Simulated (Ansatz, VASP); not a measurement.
**Two plane-wave programs on CuO (Tenorite)**

Contents of INCAR:

```
SYSTEM = CuO
  ALGO = Normal
  EDIFF = 1E-7
  ENCUT = 520
  GGA = PS
  ISIF = 2
  ISMEAR = -1
  LASPH = .TRUE.
  LCHARG = .FALSE.
  LREAL = .FALSE.
  LWAVE = .FALSE.
  NBANDS = 25
  NELM = 60
  PREC = Accurate
  SIGMA = 0.05
```

KPOINTS

```
k-points
0
G
  10 10 5
  0 0 0
```

Contents of POSCAR:

```
CuO
1.0
    2.3418500000     -1.7113000000      0.0000000000
    2.3418500000      1.7113000000      0.0000000000
   -0.8500274268      0.0000000000      5.0578693947
Cu O
2 2
Direct
    0.5063060000     -0.0089130000      0.5000460000
   -0.0030500000      0.5118650000      0.0077660000
    0.4125810000      0.5821750000      0.7543040000
    0.5793590000      0.4093460000      0.2516240000
```

Contents of input.yaml:

```yaml
crystal:
  lattice:
    - [2.34185, -1.7113, 0.0]
    - [2.34185, 1.7113, 0.0]
    - [-0.8500274268, 0.0, 5.0578693947]
  atoms:
    - { symbol: Cu, position: [0.506306, -0.008913, 0.500046] }
    - { symbol: Cu, position: [-0.00305, 0.511865, 0.007766] }
    - { symbol: O, position: [0.412581, 0.582175, 0.754304] }
    - { symbol: O, position: [0.579359, 0.409346, 0.251624] }
hamiltonian:
  xc: pbesol
  pseudopotentials: { kind: paw }
kpoints:
  mp_grid: { grid: [10, 10, 5] }
scf:
  occupations: { method: fermi_dirac, width: 0.05 }
output:
  forces: true
  stress: true
  eigenvalues: true
  write_density: true
  write_potential: true
  elf: true
  volumetric_format: npy
```

Change from the starting cell: atoms moved at random, drawn with an rms of 0.05 Å.

Alike in both runs: task single point; functional PBEsol; k mesh 10 × 10 × 5; occupations fermi-dirac, width 0.05 eV; no spin polarisation.

```csv
,VASP,Ansatz
version,VASP 6.6.1,Ansatz 0.2.0
potentials or method,"VASP PAW PBE potentials, release 64 (Cu, O)",Ansatz PAW
plane-wave cutoff (eV),520,420
valence electrons in the cell,34,50
```

|  | VASP | Ansatz | Ansatz less VASP |
| --- | --- | --- | --- |
| gap on the k mesh at the Fermi level (eV) | none | none | - |
| pressure (GPa) | -2.3 | -2.9 | -0.65 |
| largest component of the traceless stress (GPa) | 2.05 | 2.42 | +0.370 |
| rms of the force components (eV/Å) | 0.230 | 0.238 | +0.0085 |

Atom by atom the forces differ by 0.017 eV/Å (rms over components). A gap of «none» marks a metal or a gap that the smearing closes. The two sets of potentials don't hold the same shells in valence.

Caveats: the run has no spin polarisation, though such a crystal can be magnetic; semilocal functionals often make such compounds metallic where correlation or magnetic order opens a gap, which also shifts bond lengths; the PAW data sets were made with another functional, which shifts forces and pressure a little (VASP); the pressure holds a Pulay correction of +0.8 GPa for the finite cutoff (Ansatz); the PAW data sets come from PBE, with cores solved anew for the run's functional, which leaves a small shift of forces and pressure (Ansatz).
